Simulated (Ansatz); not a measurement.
# WC: rattling a relaxed structure

It was relaxed at this level from a measured cell (COD).

The calculation used DFT PBE, scalar-relativistic, plane waves, PAW (Ansatz 0.2.0). Settings: cutoff 420 eV, Γ-centred mesh 24×24×20 on the computed 2-atom cell, Gaussian smearing of 0.10 eV; no spin polarisation.

The cell below (2 atoms, space group P-6m2 (No. 187)) is relaxed within its symmetry.

```yaml
crystal:
  lattice:
    - [2.92224, 0.00000, 0.00000]
    - [-1.46112, 2.53074, 0.00000]
    - [0.00000, 0.00000, 2.84653]
  atoms:
    - { symbol: W, position: [0.00000, 0.00000, 0.00000] }
    - { symbol: C, position: [0.66667, 0.33333, 0.50000] }
```

For the test a repeat of it with 4 atoms (edges 2.85, 2.92, 5.06 Å) was strained at random (σ = 1.5 % a component), the atoms were moved at random (σ = 0.15 Å), and all was relaxed again on a coarse 8×8×4 mesh (in the run’s order of axes) with 0.20 eV smearing, with no symmetry imposed.

These runs have no spin–orbit coupling, which can matter for W.

Question: What happens?

Answer: It returns, within 1 meV/atom of the unmoved cell on that mesh and with the same symmetry when read at 0.1 Å. So it is stable against the distortions that fit this cell and that this random move excites. Modes that don't fit the cell aren't tested.
